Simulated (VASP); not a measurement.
Write the native input for VASP 6.6.1 that does the following.

* Task: relaxation of cell and atoms
* Functional: RPBE
* Potentials or basis: VASP PAW PBE potentials, release 64 (Na_pv)
* Cutoff: 600 eV
* k mesh: 14 × 14 × 14
* Occupations: gaussian, width 0.1 eV
* Spin: no spin polarisation
* Further INCAR settings: ALGO = Normal; EDIFF = 1e-07; IBRION = 2; EDIFFG = -0.005; NSW = 90; ISIF = 3

The structure of Na lies in POSCAR:

```
Na
1.0
   -2.1175000000      2.1175000000      2.1175000000
    2.1175000000     -2.1175000000      2.1175000000
    2.1175000000      2.1175000000     -2.1175000000
Na
1
Direct
    0.0000000000      0.0000000000      0.0000000000
```

The input as run:

INCAR

```
SYSTEM = Na
ALGO = Normal
EDIFF = 1E-7
EDIFFG = -0.005
ENCUT = 600
GGA = RP
IBRION = 2
ISIF = 3
ISMEAR = 0
LASPH = .TRUE.
LCHARG = .FALSE.
LREAL = .FALSE.
LWAVE = .FALSE.
NELM = 100
NSW = 90
PREC = Accurate
SIGMA = 0.1
```

KPOINTS

```
k-points
0
G
  14 14 14
  0 0 0
```

Potentials or basis: VASP PAW PBE potentials, release 64 (Na_pv).

Run with:

```sh
$ cat potpaw_PBE.64/Na_pv/POTCAR > POTCAR
$ mpirun -np 1 vasp_std > vasp.out
```

It gave:

```yaml
Relaxed_volume: 39.49 Å³/atom
Relaxed_cell: a = 3.716 Å, b = 3.716 Å, c = 3.716 Å, α = 109.47°, β = 109.47°, γ = 109.47°
Space_group_after_relaxing_to_0.05_Å: Im-3m (No. 229)
Energy_gained_by_relaxing: 1.4 meV/atom
Ionic_steps: 3
Pressure_after_relaxing: 0.0 GPa
Band_gap_on_the_k_mesh: none (metal or under the smearing width)
```

Caveat: the PAW data sets were made with another functional, which shifts forces and pressure a little.

It took 52 s on 1 thread of Intel(R) Xeon(R) Platinum 8488C (Sapphire Rapids), with other jobs on the host, peak memory 0.17 GiB.
